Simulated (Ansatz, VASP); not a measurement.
**Pt in VASP and in Ansatz**

```
Pt
1.0
    -1.58388    1.58388    1.56047
     1.58388   -1.58388    1.56047
     1.58388    1.58388   -1.56047
Pt
1
Direct
  0.00000 0.00000 0.00000
```

Change from the starting cell: strain +0.015 along x and y, +0.000 along z, atoms carried along.

Alike in both runs: task single point; functional PBEsol; k mesh 26 × 26 × 26; occupations gaussian, width 0.15 eV; no spin polarisation.

```csv
,VASP,Ansatz
version,VASP 6.6.1,Ansatz 0.2.0
potentials or method,"VASP PAW PBE potentials, release 64 (Pt)","scalar-relativistic, plane waves, PAW"
plane-wave cutoff (eV),520,420
valence electrons in the cell,10,18
```

|  | VASP | Ansatz | Ansatz less VASP |
| --- | --- | --- | --- |
| gap on the k mesh at the Fermi level (eV) | none | none | - |
| pressure (GPa) | -7.9 | -7.5 | +0.35 |
| largest component of the traceless stress (GPa) | 0.98 | 0.98 | 0.000 |

A gap of «none» marks a metal or a gap that the smearing closes. The two sets of potentials don't hold the same shells in valence.

Caveats: the PAW data sets were made with another functional, which shifts forces and pressure a little (VASP). The runs have no spin-orbit coupling, so splittings on Pt are missing.
